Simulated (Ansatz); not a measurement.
A first try at the orbital character of the bands of TiS₂, space group P-3m1, using Ansatz 0.2.0, Python API.

`POSCAR`
```text
TiS2
1.0
   3.41200000    0.00000000    0.00000000
  -1.70600000    2.95487868    0.00000000
   0.00000000    0.00000000    5.69500000
Ti S
1 2
Direct
   0.00000000    0.00000000    0.00000000
   0.33333333    0.66666667    0.25000000
   0.66666667    0.33333333    0.75000000
```

`tis2.py`
```python
# -*- coding: utf-8 -*-
"""Orbital character of the bands of TiS2."""

from pathlib import Path
import warnings

import ansatz as az
from ase.io import read
import pandas as pd

warnings.simplefilter("ignore", az.DeckWarning)

atoms = read("POSCAR", format="vasp")
system = az.Crystal.from_ase(atoms)

points = {"G": (0.0, 0.0, 0.0), "M": (0.5, 0.0, 0.0), "K": (0.33333, 0.33333, 0.0), "A": (0.0, 0.0, 0.5), "L": (0.5, 0.0, 0.5), "H": (0.33333, 0.33333, 0.5)}
calculation = (
    system.calculation()
    .occupations("Fixed")
    .functional("PBEsol", dispersion="d3bjatm")
    .kpoints(7, 7, 4, center="monkhorst-pack")
    .basis(320)
    .scf(tolerance=1e-05)
    .band_structure(list(points.values()), intervals=1)
    .fat_bands()
)
res = calculation.run(threads=1, pin="off")
summary = res.report
file = Path(res.write_results("results")) / "fatbands.tsv"
names = file.read_text().splitlines()[0].lstrip("# ").split("\t")
table = pd.read_csv(file, sep="\t", comment="#", names=names)
near = table[table.e_minus_ef.abs() < 2]
for ik, label in enumerate(points):
    print(label)
    for _, row in near[near.ik == ik].iterrows():
        main = row[names[4:]].astype(float).nlargest(2)
        print(f"   band {int(row.band):3d} {row.e_minus_ef:7.3f} eV  " + ", ".join(f"{k} {v:.2f}" for k, v in main.items()))
```

```console
$ python tis2.py
RunWarning: iter 1: σ=0 fill of 12 bands saw a band overlap (occupied 7.8610 eV > unoccupied 7.7481 eV) — on an unconverged iterate often a transient of an unconverged empty band; one that stands at the close is told there (band_overlap_at_count); if the run fails to converge, the spectrum is likely genuinely metallic [...]
RunWarning: the bands overlap at the fill by count (12 filled at each k-point of a channel): the highest filled level, 7.794052 eV at k-index 0, stands 0.1373 eV over the lowest empty one, 7.656737 eV at k-index 11, so that a fill of the lowest levels lies lower and no gap is reported. A metal, or a carrier in a [...]
G
   band   9  -0.074 eV  s1_l1_3P 0.49, s2_l1_3P 0.49
   band  10   0.028 eV  s1_l1_3P 0.49, s2_l1_3P 0.49
   band  11   0.028 eV  s1_l1_3P 0.49, s2_l1_3P 0.49
   band  12   0.370 eV  ti0_l2_3D 0.98, s1_l1_3P 0.00
   band  13   0.370 eV  ti0_l2_3D 0.98, s1_l1_3P 0.00
   band  14   0.771 eV  ti0_l2_3D 0.79, s1_l1_3P 0.09
M
   band  11  -1.650 eV  s1_l1_3P 0.49, s2_l1_3P 0.49
   band  12   0.095 eV  ti0_l2_3D 0.76, s1_l1_3P 0.08
   band  13   1.399 eV  ti0_l2_3D 1.00, s1_l1_3P 0.00
   band  14   1.801 eV  ti0_l2_3D 0.87, ti0_l0_4S 0.05
K
   band  12   1.017 eV  ti0_l2_3D 0.92, ti0_l0_4S 0.03
   band  13   1.677 eV  ti0_l2_3D 0.76, s1_l1_3P 0.11
   band  14   1.677 eV  ti0_l2_3D 0.76, s1_l1_3P 0.11
A
   band  10  -0.151 eV  s1_l1_3P 0.50, s2_l1_3P 0.50
   band  11  -0.151 eV  s1_l1_3P 0.50, s2_l1_3P 0.50
   band  12   0.347 eV  ti0_l2_3D 0.98, s1_l1_3P 0.00
   band  13   0.347 eV  ti0_l2_3D 0.98, s1_l1_3P 0.00
   band  14   1.382 eV  ti0_l2_3D 0.69, s1_l1_3P 0.10
L
   band  10  -1.316 eV  s1_l1_3P 0.48, s2_l1_3P 0.48
   band  11  -1.311 eV  s1_l1_3P 0.48, s2_l1_3P 0.48
   band  12  -0.187 eV  ti0_l2_3D 0.83, s1_l1_3P 0.06
   band  13   1.398 eV  ti0_l2_3D 1.00, s1_l1_3P 0.00
   band  14   1.766 eV  ti0_l2_3D 0.89, ti0_l0_4S 0.04
H
   band  12   1.036 eV  ti0_l2_3D 0.92, ti0_l0_4S 0.03
   band  13   1.342 eV  ti0_l2_3D 0.81, s1_l1_3P 0.09
   band  14   1.342 eV  ti0_l2_3D 0.81, s1_l1_3P 0.09
```
(Warnings from the package without file and line, shortened.)

No error stopped it. What is wrong with the input all the same?

The fault: fixed occupations, though the bands overlap at this level of theory. The change:

```diff
--- before
+++ after
@@ -18,3 +18,3 @@
     system.calculation()
-    .occupations("Fixed")
+    .occupations("fermi_dirac", width=0.05)
     .functional("PBEsol", dispersion="d3bjatm")
```

The mended script runs so:

```console
$ python tis2.py
G
   band   9   0.012 eV  s1_l1_3P 0.49, s2_l1_3P 0.49
   band  10   0.107 eV  s1_l1_3P 0.49, s2_l1_3P 0.49
   band  11   0.107 eV  s1_l1_3P 0.49, s2_l1_3P 0.49
   band  12   0.492 eV  ti0_l2_3D 0.98, s1_l1_3P 0.00
   band  13   0.492 eV  ti0_l2_3D 0.98, s1_l1_3P 0.00
   band  14   0.892 eV  ti0_l2_3D 0.79, s1_l1_3P 0.09
M
   band  11  -1.568 eV  s1_l1_3P 0.49, s2_l1_3P 0.49
   band  12   0.209 eV  ti0_l2_3D 0.76, s1_l1_3P 0.08
   band  13   1.524 eV  ti0_l2_3D 1.00, s1_l1_3P 0.00
   band  14   1.927 eV  ti0_l2_3D 0.87, ti0_l0_4S 0.04
K
   band  12   1.143 eV  ti0_l2_3D 0.92, ti0_l0_4S 0.03
   band  13   1.794 eV  ti0_l2_3D 0.77, s1_l1_3P 0.11
   band  14   1.794 eV  ti0_l2_3D 0.77, s1_l1_3P 0.11
A
   band  10  -0.072 eV  s1_l1_3P 0.50, s2_l1_3P 0.50
   band  11  -0.072 eV  s1_l1_3P 0.50, s2_l1_3P 0.50
   band  12   0.469 eV  ti0_l2_3D 0.98, s1_l1_3P 0.00
   band  13   0.469 eV  ti0_l2_3D 0.98, s1_l1_3P 0.00
   band  14   1.500 eV  ti0_l2_3D 0.69, s1_l1_3P 0.10
L
   band  10  -1.230 eV  s1_l1_3P 0.48, s2_l1_3P 0.48
   band  11  -1.229 eV  s1_l1_3P 0.48, s2_l1_3P 0.48
   band  12  -0.071 eV  ti0_l2_3D 0.83, s1_l1_3P 0.06
   band  13   1.523 eV  ti0_l2_3D 1.00, s1_l1_3P 0.00
   band  14   1.893 eV  ti0_l2_3D 0.89, ti0_l0_4S 0.04
H
   band  12   1.162 eV  ti0_l2_3D 0.92, ti0_l0_4S 0.03
   band  13   1.460 eV  ti0_l2_3D 0.81, s1_l1_3P 0.09
   band  14   1.460 eV  ti0_l2_3D 0.81, s1_l1_3P 0.09
```

Caveats:
- The settings weren't tested for convergence.
- The cutoff lies under the one recommended for these potentials.
- No spin polarisation was allowed.
- The computed bands are complete only to about 2.8 eV above the Fermi level.
- Dispersion corrections can be off by several per cent in the lattices of metals, and by several GPa in the pressure at a fixed cell.
- The mesh is modest for a metal, so energies can be off by several to tens of meV an atom and pressures by half a GPa or more; differences at equal mesh fare better.
- The structure is a deposited one; some such entries were measured under pressure or heat, so a shift against it needn't be the functional's error alone.
- Levels are Kohn-Sham eigenvalues on this mesh.
- Energies are less the Fermi level and bands count from 0. Only the largest channels are printed, equivalent atoms hold more, and in degenerate sets the split between sites is arbitrary; shells that the potentials lack have no channel.
- The script silences the warnings on its input, which a real study should read.
- Run time: 2.9 s on 1 thread of Arm Neoverse V1, on a shared host, peak memory 0.43 GiB.

(A comment or docstring line of the script was reworded after the run, the code is as it ran; lines on the test bed's own set-up are left out of the output.)
